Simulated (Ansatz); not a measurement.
Au:

```
Au
1.0
     2.74841    0.00000    0.00000
     0.00000    2.74841    0.00000
     0.00000    0.00000    2.74841
Au
1
Direct
  0.50000 0.50000 0.50000
```

The cell was built by a generator and needn't be a form met in nature.

Base run:

| Quantity | Value |
| --- | --- |
| Program | Ansatz 0.2.0 |
| Functional | r2SCAN |
| Potentials or basis | Ansatz PAW |
| Cutoff | 500 eV |
| Density cutoff | 2000 eV |
| k mesh | 10 × 10 × 10 |
| Occupations | fermi-dirac, width 0.05 eV |
| Spin | no spin polarisation |

Its results: band gap on the k mesh none (metal or under the smearing width); pressure -3.3 GPa.

**Question.** The run is repeated on the same cell with these changes: functional from r2SCAN to BLYP; cutoff from 500 eV to 420 eV; density cutoff from 2000 eV to 1680 eV. What comes out?

**Answer.** Band gap on the k mesh none (metal or under the smearing width); pressure 7.6 GPa.

Caveats: the PAW data sets come from PBE, with cores solved anew for the run's functional, which leaves a small shift of forces and pressure; the potentials were made for another functional, which shifts forces and pressure (some runs).

Not every run made on this cell is shown here.
